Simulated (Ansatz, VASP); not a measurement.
# Cross-check of SnO2 (1T-SnO2, 1 layer) between VASP and Ansatz

One calculation is typed for both programs; each brings its own data sets. How far apart do they land? The structure shown is the start of the Ansatz relaxation below; VASP solves that cell, so the two are compared at the walk's first step.

Calculated with Ansatz 0.2.0; plane waves, with VASP 6.6.1 beside it; single point at PBE.

**1. Set-up**

The cell holds 3 atoms: 2 O and 1 Sn. Cell: a = 3.220 Å, b = 3.220 Å, c = 16.789 Å, α = 90.0°, β = 90.0°, γ = 120.0°. Vacuum lies along c.

**2. Ansatz: relaxation, PBE**

Ansatz runs on its default PAW (the set named soft_2) files.

The two programs are compared at the cell with which this relaxation starts, whose forces are those of its first step.

File input.yaml:

```yaml
crystal:
  lattice:
    - [3.22, 0.0, 0.0]
    - [-1.61, 2.7886018002, 0.0]
    - [0.0, 0.0, 16.788854382]
  atoms:
    - { symbol: O, position: [0.6666666667, 0.3333333333, 0.446724942] }
    - { symbol: Sn, position: [0.0, 0.0, 0.5] }
    - { symbol: O, position: [0.3333333333, 0.6666666667, 0.553275058] }
kpoints:
  mp_grid: { grid: [12, 12, 1] }
hamiltonian:
  xc: pbe
scf:
  occupations: { method: fermi_dirac, width: 0.05 }
  convergence: { dr2_threshold: 1.0e-08 }
efield:
  axis: 3
  dipole_correction: true
  ramp_position: 0.97
  ramp_width: 0.04
relax:
  f_tol: 0.01
  cell: { fix: [c, alpha, beta] }
output:
  write_potential: true
  write_density: true
  volumetric_format: npy
```

Run with:

```console
ansatz run input.yaml --threads 2 --pin off --max-ram 4096MiB --backend cpu --events-out ev --progress --plain --runs-dir out
```

Numbers of over 12 decimals in the logs are rounded to 6 here.

Output:

```text
Warning: relax.cell: scf.convergence.dr2_threshold = 1e-8 eV is looser than the 3e-10 eV advised for a relaxation that steers and ends on the stress (1e-10 eV for each atom of the cell: 3). What an SCF threshold leaves in a stress goes as its square root, and in the free energy as the threshold itself, and one threshold admits the most on a small cell: [figures from the program's tests cut] Set scf.convergence.dr2_threshold to 3e-10 eV or tighter. The threshold is an SCF's pass mark: one that does not reach it within its budget of iterations ends unconverged, or closes short of it on a stop that the run arms, and scf.convergence.dr2_threshold's page says what that costs each kind of run
Engine: ansatz 0.2.0, x86_64-unknown-linux-gnu
Pseudopotentials: kind: paw
Pseudopotential: O, paw, valence charge 6, recommended cutoff 420 eV (normal), O.paw.azcp
Pseudopotential: Sn, paw, valence charge 14, recommended cutoff 420 eV (normal), Sn.paw.azcp
Functional definition: PBE
  parameter kappa = 0.804
  parameter beta = 0.066725
  exchange = pbe_x(kappa = kappa, mu = beta*pi^2/3)
  correlation = pbe_c(beta = beta)
Crystal: 3 atoms, lattice volume = 150.752 Å³
Basis set: ecut = 420 eV, 3009 PW (Γ), exchange–correlation on 48×48×240 points (8 copies of the dense FFT grid, shifted against one another)
Bands: 17, of which v1, the nominal top of the filled ones, is band 13 counted from 1 (12 counted from 0)
Symmetry: 6 space group operations
k-points: 19 of 144 (time reversal used)
Non-local potential: O, projectors of the file, l = 0: 2, l = 1: 2, l = 2: 1
Non-local potential: Sn, projectors of the file, l = 0: 2, l = 1: 2, l = 2: 2, l = 3: 2
PAW form: soft (Blöchl's): semilocal exchange-correlation on the pseudo side does not see the compensation charge
PAW one-centre angular grid: O, 110 points (default); XC on 64 Gauss nodes
PAW one-centre angular grid: Sn, 590 points (default); XC on 64 Gauss nodes
Initial density: superposition of atomic densities (neutral atoms: chi_scale 0, normalization atom), corrected by the library's trained network
Initial wavefunctions: pseudopotential atomic-orbital guess
Functional: x = pbe(κ = 0.804, μ = 0.219515), c = pbe(β = 0.066725)
SCF iter   1: F=—  HF=-7158.317150 eV  |F-HF|=—  |Δ(HF+E_count)|=         —  Δρ=1.51e-3  dr2=2.58e-3  ethr=1.77e-3  p=-0.000 e·Å  D=-7.74e-5 V/Å  ΔV_dip=0.00 eV  dr2_dipole=5.94e-8  V_vac-E_F(+/−)=6.28/6.28 eV  ⟨swp⟩=8.2  Hψ=2111  notcnv=0
efield: sawtooth ramp at fractional position 0.9700 (set: `efield.ramp_position`, or a place that a band, a saddle search or an elastic batch's reference lends), width 0.0400; the density the first Hamiltonian is built on has a dipole p = -0.000 e·Å; the dipole correction subtracts the counter field D = -7.74e-5 V/Å, which shifts the + side's vacuum level by +0.00 eV against the − side's; the planar-averaged density in the ramp window peaks in size at 6.5e-6 e/Å³
preconditioner: auto → none  [insulator: Δε(μ)=2.773 eV  Ē_g=19.341 eV  σ=0.050 eV  W_gap=1.00  n_scr=10 (ndim 8)  ℏωp=15.4 eV  f_vac=0.725  D(μ)=0.00/eV (n_scr^D=0)  ε∞_Penn≈1.6]
SCF iter   2: F=—  HF=-7158.317088 eV  |F-HF|=—  |Δ(HF+E_count)|=   6.19e-5  Δρ=8.29e-4  dr2=3.87e-4  ethr=9.91e-6  p=0.000 e·Å  D=1.11e-4 V/Å  ΔV_dip=-0.00 eV  dr2_dipole=1.28e-7  V_vac-E_F(+/−)=6.38/6.38 eV  ⟨swp⟩=2.8  Hψ=863  notcnv=0
SCF iter   3: F=—  HF=-7158.317178 eV  |F-HF|=—  |Δ(HF+E_count)|=   9.01e-5  Δρ=3.57e-4  dr2=1.07e-4  ethr=1.49e-6  p=-0.000 e·Å  D=-1.64e-4 V/Å  ΔV_dip=0.00 eV  dr2_dipole=2.57e-7  V_vac-E_F(+/−)=6.38/6.38 eV  ⟨swp⟩=2.3  Hψ=553  notcnv=0
SCF iter   4: F=—  HF=-7158.317228 eV  |F-HF|=—  |Δ(HF+E_count)|=   4.95e-5  Δρ=1.16e-4  dr2=9.89e-6  ethr=4.13e-7  p=0.000 e·Å  D=1.94e-4 V/Å  ΔV_dip=-0.00 eV  dr2_dipole=4.09e-7  V_vac-E_F(+/−)=6.39/6.39 eV  ⟨swp⟩=2.2  Hψ=521  notcnv=0
SCF iter   5: F=—  HF=-7158.317252 eV  |F-HF|=—  |Δ(HF+E_count)|=   2.44e-5  Δρ=8.51e-5  dr2=1.53e-5  ethr=3.80e-8  p=-0.000 e·Å  D=-3.42e-4 V/Å  ΔV_dip=0.01 eV  dr2_dipole=1.37e-6  V_vac-E_F(+/−)=6.39/6.39 eV  ⟨swp⟩=3.8  Hψ=785  notcnv=0
SCF iter   6: F=—  HF=-7158.317251 eV  |F-HF|=—  |Δ(HF+E_count)|=   1.36e-6  Δρ=1.11e-5  dr2=1.18e-7  ethr=3.80e-8  p=0.000 e·Å  D=2.49e-5 V/Å  ΔV_dip=-0.00 eV  dr2_dipole=4.03e-9  V_vac-E_F(+/−)=6.39/6.39 eV  ⟨swp⟩=2.7  Hψ=496  notcnv=0
SCF iter   7: F=-7158.317251 eV  HF=-7158.317251 eV  |F-HF|=5.73e-9  |Δ(HF+E_count)|=   4.48e-7  Δρ=2.00e-6  dr2=3.75e-9  ethr=3.85e-11  p=0.000 e·Å  D=1.93e-6 V/Å  ΔV_dip=-0.00 eV  dr2_dipole=7.98e-11  V_vac-E_F(+/−)=6.39/6.39 eV  ⟨swp⟩=9.3  Hψ=2742  notcnv=0
SCF 1 converged in 7 iterations: F = -7158.317251 eV  dr2 = 3.75e-9
[...]
iter 1 solved again at ethr=1.12e-7 eV; its pass at ethr=3.10e-3 eV (dr2=2.91e-5 eV) is discarded
SCF iter   1: F=—  HF=-7158.521086 eV  |F-HF|=—  |Δ(HF+E_count)|=         —  Δρ=4.68e-5  dr2=1.65e-7  ethr=1.12e-7  p=-0.000 e·Å  D=-4.69e-6 V/Å  ΔV_dip=0.00 eV  dr2_dipole=5.00e-13  V_vac-E_F(+/−)=6.92/6.92 eV  ⟨swp⟩=4.5  Hψ=3267  notcnv=0
efield: sawtooth ramp at fractional position 0.9700 (set: `efield.ramp_position`, or a place that a band, a saddle search or an elastic batch's reference lends), width 0.0400; the density the first Hamiltonian is built on has a dipole p = -0.000 e·Å; the dipole correction subtracts the counter field D = -4.69e-6 V/Å, which shifts the + side's vacuum level by +0.00 eV against the − side's; the planar-averaged density in the ramp window peaks in size at 4.5e-6 e/Å³
preconditioner: auto → none  [insulator: Δε(μ)=2.615 eV  Ē_g=19.166 eV  σ=0.050 eV  W_gap=1.00  n_scr=10 (ndim 8)  ℏωp=15.4 eV  f_vac=0.715  D(μ)=0.00/eV (n_scr^D=0)  ε∞_Penn≈1.6]
SCF iter   2: F=—  HF=-7158.521306 eV  |F-HF|=—  |Δ(HF+E_count)|=   2.19e-4  Δρ=2.31e-5  dr2=5.38e-8  ethr=6.36e-10  p=-0.000 e·Å  D=-4.15e-6 V/Å  ΔV_dip=0.00 eV  dr2_dipole=2.34e-13  V_vac-E_F(+/−)=6.92/6.92 eV  ⟨swp⟩=3.3  Hψ=718  notcnv=0
SCF iter   3: F=—  HF=-7158.521408 eV  |F-HF|=—  |Δ(HF+E_count)|=   1.02e-4  Δρ=9.57e-6  dr2=1.45e-8  ethr=2.07e-10  p=-0.000 e·Å  D=-4.61e-6 V/Å  ΔV_dip=0.00 eV  dr2_dipole=2.33e-12  V_vac-E_F(+/−)=6.92/6.92 eV  ⟨swp⟩=3.2  Hψ=558  notcnv=0
iter 4 met the thresholds in force, and the SCF goes on: an eigenvalue changes by 3.54 meV, over its tolerance of 3.16 meV (output.eigenvalues, Limitations)
SCF iter   4: F=-7158.521445 eV  HF=-7158.521444 eV  |F-HF|=1.20e-6  |Δ(HF+E_count)|=   3.65e-5  Δρ=9.46e-7  dr2=5.08e-10  ethr=3.85e-11  p=-0.000 e·Å  D=-3.34e-6 V/Å  ΔV_dip=0.00 eV  dr2_dipole=1.16e-11  V_vac-E_F(+/−)=6.92/6.92 eV  ⟨swp⟩=16.9  Hψ=2928  notcnv=0
iter 5 met the thresholds in force, and the SCF goes on: an eigenvalue changes by 6.25 meV, over its tolerance of 3.16 meV (output.eigenvalues, Limitations)
SCF iter   5: F=-7158.521445 eV  HF=-7158.521445 eV  |F-HF|=1.51e-7  |Δ(HF+E_count)|=   1.04e-6  Δρ=5.47e-7  dr2=6.35e-10  ethr=1.96e-12  p=-0.000 e·Å  D=-6.27e-6 V/Å  ΔV_dip=0.00 eV  dr2_dipole=6.59e-11  V_vac-E_F(+/−)=6.92/6.92 eV  ⟨swp⟩=8.8  Hψ=2438  notcnv=0
Mixer restart at iter 5: flushing history
SCF iter   6: F=-7158.521445 eV  HF=-7158.521445 eV  |F-HF|=1.71e-8  |Δ(HF+E_count)|=   1.55e-7  Δρ=2.57e-6  dr2=1.60e-8  ethr=1.96e-12  p=0.000 e·Å  D=6.28e-6 V/Å  ΔV_dip=-0.00 eV  dr2_dipole=1.74e-9  V_vac-E_F(+/−)=6.92/6.92 eV  ⟨swp⟩=3.8  Hψ=657  notcnv=0  κ⁻¹=1.0e0(r=1)
SCF iter   7: F=-7158.521445 eV  HF=-7158.521445 eV  |F-HF|=2.73e-12  |Δ(HF+E_count)|=   2.78e-9  Δρ=2.82e-8  dr2=1.90e-12  ethr=1.96e-12  p=-0.000 e·Å  D=-4.29e-6 V/Å  ΔV_dip=0.00 eV  dr2_dipole=6.67e-14  V_vac-E_F(+/−)=6.92/6.92 eV  ⟨swp⟩=8.1  Hψ=2375  notcnv=0
SCF 5 converged in 7 iterations: F = -7158.521445 eV  dr2 = 1.90e-12
relax step   5: F+E_penalty+E_count = -7158.52144532 eV  Δ(F+E_penalty+E_count) = -9.707e-4 eV  max|allowed force component| = 2.107e-3 eV/Å  Δτ_max = 0.0000 Å  P = +0.007 GPa  Ω = 151.441 Å³  fix = [c, alpha, beta]  reactions: c +0.002 GPa  stress off target by 9.64e-3 GPa on what of the cell is left free  SCF on the basis re-selected at this cell (its energy is not comparable with the rows above)  (7 SCF iters)
basis re-selected at this cell: Δ(F+E_penalty+E_count) = -9.707e-4 eV, ΔP = +0.007 GPa vs the last step (what re-selecting the basis moved, of the pressure what is left beyond the Pulay correction that the steps carried, after the strain that the cell walked since its last selection, with what the two solves' SCF thresholds leave and, on support functions, any second-order correction that the steps lacked; it is no m [...]
WARN: The output density's exchange-correlation potential varies sharply where the density is thin. Do not read a vacuum level from v_tot or v_xc, or from such a field of the output density. On a cell that repeats whose density bears no net charge and no dipole along the vacuum's axis use v_es (v_loc + v_h of the components); under efield.dipole_correction with no amplitude use v_es + v_field, which holds any externa [...]
SCF converged after 7 iterations
an eigenvalue changed by more than its tolerance at an iteration that met the thresholds in force, so the SCF went on 2 times, its first undamped step at iteration 5: the last check found none over its tolerance
Free energy (F): -7158.521445 eV
Harris-Foulkes:  -7158.521445 eV  (|F-HF|=2.73e-12)
Internal energy: -7158.521445 eV  (E = F + TS)
E sigma→0 (E₀):  -7158.521445 eV
Fermi energy:    -2.823285 eV
Dipole field:    D = -0.000004 V/Å  (p = -0.000003 e·Å, saw-weighted, corrected)
Work function:   Φ+ = 6.9213 eV   Φ− = 6.9212 eV
Levels:          The Fermi level and band energies are counted from a zero that moves with the ramp; work functions are not
--- Per-component energies (eV) ---
  E_band       = -397.353209
  E_kinetic    = 537.633925
  E_local      = -14313.649147  (includes V_loc(G=0)·N_el)
  E_nonlocal   = 66.362250
  E_hartree    = 7017.765919
  E_xc         = -526.976723
  E_vxc        = -281.119041  (∫ρ·V_xc dr)
  E_paw        = -4462.364633  (= ΣΔE_a)
  E_vpaw       = -442.117811  (= ΣTr[D̂ρ^β])
  E_aug_tail   = 0.004815  (compensation charges beyond the density's cutoff)
  E_efield     = 0.000000  (sawtooth field / dipole correction)
  E_vefield    = 0.000017  (∫n·V_field dr)
  E_ewald      = 4522.702148
  E_smearing   = -0.000000  (= −TS)
  E_closure    = -0.000000  (closes the sum)
  Σ components = -7158.521445   (vs F -7158.521445, Δ=0.00e0)
--- Forces (eV/Å), atoms counted from 1 ---
  atom   1  O      0.00000000    -0.00000000    -0.00210655
  atom   2  Sn     0.00000000     0.00000000     0.00005947
  atom   3  O     -0.00000000     0.00000000     0.00204718
  max |Σ_I F_I| component: 9.63e-8 eV/Å
--- Stress (GPa, compression-positive) ---
        0.009638       0.000000      -0.000000
        0.000000       0.009638      -0.000000
        0.000000      -0.000000       0.001740
  P = ⅓ Tr σ = 0.0070 GPa (0.070 kbar)
--- Band table (eV; the first three rows and the last of 19) ---
  k-point 0: bands = [... 9 lower, -5.3769, -4.9413, -4.9413, -4.7787, -1.6061, 1.5343, 3.8037, 3.9828]
  k-point 1: bands = [... 9 lower, -5.5692, -5.1632, -4.8480, -4.5754, -1.2598, 1.7821, 3.9116, 4.1218]
  k-point 2: bands = [... 9 lower, -5.9482, -5.3691, -4.7318, -4.4470, -0.4774, 2.3612, 4.2013, 4.5397]
  k-point 18: bands = [... 9 lower, -7.7061, -6.7428, -4.3644, -4.3644, 2.0154, 5.5906, 6.0842, 6.0842]
--- Relaxed structure (4 steps of the walk, 4 accepted, 1 SCFs on fresh bases) ---
  F+E_penalty+E_count = -7158.52144532 eV   max|allowed force component| = 2.107e-3 eV/Å   (the final SCF, on the basis selected at the relaxed cell)
  cell:  # Å, volume = 151.4409 Å³
    - [3.227347, 0, 0]
    - [-1.613674, 2.794965, 0]
    - [0, 0, 16.788854382]
  atoms:
    - { symbol: O, position: [0.666667, 0.333333, 0.439746] }
    - { symbol: Sn, position: [0, 0, 0.500000] }
    - { symbol: O, position: [0.333333, 0.666667, 0.560254] }
```

(Continued in part 2 of 2.)

[Lines on the potential files, build, host, timing and source positions are cut from VASP's logs without a mark.]

[Logs are printed without paths, hosts, clocks, repeated set-up lines and the standing remarks that a program may print on its own settings, such as how far it seeks lower states.]

[Hosts, paths, dates, database ids (printed as entryN), source tags and the programs' standing remarks are cut or masked in the printed files.]
